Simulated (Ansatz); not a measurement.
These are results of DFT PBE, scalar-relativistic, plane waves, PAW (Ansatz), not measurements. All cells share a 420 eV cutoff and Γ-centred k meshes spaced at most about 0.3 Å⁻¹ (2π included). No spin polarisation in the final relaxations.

Temperature and zero-point effects are left out. All come from trial cells, and lower structures may exist.

Question: Order these relaxed structures of CaO by energy, lowest first, with the energy over the lowest of them.
A.

```cif
data_structure
_symmetry_space_group_name_H-M 'Fm-3m'
_symmetry_Int_Tables_number 225
_cell_length_a 4.8310
_cell_length_b 4.8310
_cell_length_c 4.8310
_cell_angle_alpha 90.000
_cell_angle_beta 90.000
_cell_angle_gamma 90.000
_cell_volume 112.75
loop_
_atom_site_label
_atom_site_type_symbol
_atom_site_symmetry_multiplicity
_atom_site_Wyckoff_symbol
_atom_site_fract_x
_atom_site_fract_y
_atom_site_fract_z
_atom_site_occupancy
Ca1 Ca 4 a 0.00000 0.00000 0.00000 1
O1 O 4 b 0.50000 0.00000 0.00000 1
```

B.

```cif
data_structure
_symmetry_space_group_name_H-M 'I-43m'
_symmetry_Int_Tables_number 217
_cell_length_a 7.1350
_cell_length_b 7.1350
_cell_length_c 7.1350
_cell_angle_alpha 90.000
_cell_angle_beta 90.000
_cell_angle_gamma 90.000
_cell_volume 363.23
loop_
_atom_site_label
_atom_site_type_symbol
_atom_site_symmetry_multiplicity
_atom_site_Wyckoff_symbol
_atom_site_fract_x
_atom_site_fract_y
_atom_site_fract_z
_atom_site_occupancy
Ca1 Ca 8 c 0.83856 0.16144 0.16144 1
O1 O 8 c 0.34122 0.65878 0.34122 1
```

Answer: A (0 meV/atom), B (252 meV/atom). Forms: A rock salt type, Fm-3m; B I-43m. Counting O atoms around Ca (those within 1.25 times the shortest such distance or 1.15 times the sum of covalent radii): A has Ca 6; B has Ca 4.

With atoms moved at random, Fm-3m came back. Other cells relaxed within their symmetry can be saddle points. The part of the Crystallography Open Database at hand lists CaO in space group No. 225; sharing a group (Fm-3m) doesn't make a cell the listed structure. Some structure types and database cells were kept out of the candidates from the start, so a known form may be missing.
